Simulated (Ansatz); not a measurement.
**Mg under pressure**

These are results of DFT PBEsol, scalar-relativistic, plane waves, PAW in Ansatz, not measurements. Settings: 420 eV cutoff, 18×18×4 k-mesh, Gaussian smearing of 0.10 eV, no spin polarisation.

The relaxed crystal:

```xyz
4
Lattice="3.1895 0.0000 0.0000 -1.5947 2.7622 0.0000 0.0000 0.0000 10.2520" Properties=species:S:1:pos:R:3 pbc="T T T"
Mg    0.0000    0.0000    0.0000
Mg    0.0000    1.8414    2.5630
Mg    0.0000    0.0000    5.1260
Mg    1.5947    0.9207    7.6890
```

Cell and atoms are relaxed at each pressure within the symmetry of the start, at zero temperature, so transitions that lower the symmetry aren't seen. The k-mesh given is that at zero pressure and may differ at others. a, b and c are the lengths of the cell vectors above.

| P (GPa) | V (Å³/atom) | V/V0 | a (Å) | b (Å) | c (Å) |
| --- | --- | --- | --- | --- | --- |
| -3 | 24.87 | 1.101 | 3.296 | 3.296 | 10.573 |
| 0 | 22.58 | 1.000 | 3.189 | 3.189 | 10.252 |
| 3 | 21.04 | 0.932 | 3.114 | 3.114 | 10.021 |
| 8 | 19.26 | 0.853 | 3.022 | 3.022 | 9.740 |
| 15 | 17.60 | 0.779 | 2.926 | 2.926 | 9.491 |
| 30 | 15.37 | 0.681 | 2.797 | 2.797 | 9.075 |
| 60 | 12.95 | 0.574 | 2.642 | 2.642 | 8.573 |

Problem. What bulk modulus and pressure derivative fit these points?

Solution. A third-order Birch–Murnaghan fit gives B0 = 37 GPa and B0' = 3.9.

Problem. Which cell vector or vectors give way most up to 60 GPa?

Solution. a and b: the changes are a -17.2 %, b -17.2 %, c -16.4 %.